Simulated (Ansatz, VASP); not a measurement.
One calculation of C, two programs

```xyz
2
Lattice="0.0000 1.7679 1.7679 1.7857 -0.0179 1.7857 1.7857 1.7857 -0.0179" Properties=species:S:1:pos:R:3 pbc="T T T"
C     1.7857    1.7679    1.7679
C     2.6786    2.6518    2.6518
```

Change from the starting cell: strain -0.0200 x Voigt [0, 0, 0, 1, 0, 0], atoms carried along.

Alike in both runs: task single point; functional PBE; k mesh 12 × 12 × 12; occupations gaussian, width 0.05 eV; no spin polarisation.

|  | VASP | Ansatz |
| --- | --- | --- |
| version | VASP 6.6.1 | Ansatz 0.2.0 |
| potentials or method | VASP PAW PBE potentials, release 64 (C) | scalar-relativistic, plane waves, PAW |
| plane-wave cutoff (eV) | 520 | 420 |
| valence electrons in the cell | 8 | 8 |

VASP gave:

```
gap on the k mesh at the Fermi level (eV)       : 4.11
least direct gap on the mesh (eV)               : 5.27
pressure (GPa)                                  : 0.9
largest component of the traceless stress (GPa) : 11.29
rms of the force components (eV/Å)              : 0.035
```

**Question.** Estimate Ansatz's values.

**Answer.** gap on the k mesh at the Fermi level (eV): 4.12; least direct gap on the mesh (eV): 5.28; pressure (GPa): 0.3; largest component of the traceless stress (GPa): 11.21; rms of the force components (eV/Å): 0.031.

Atom by atom the forces differ by 0.003 eV/Å (rms over components).
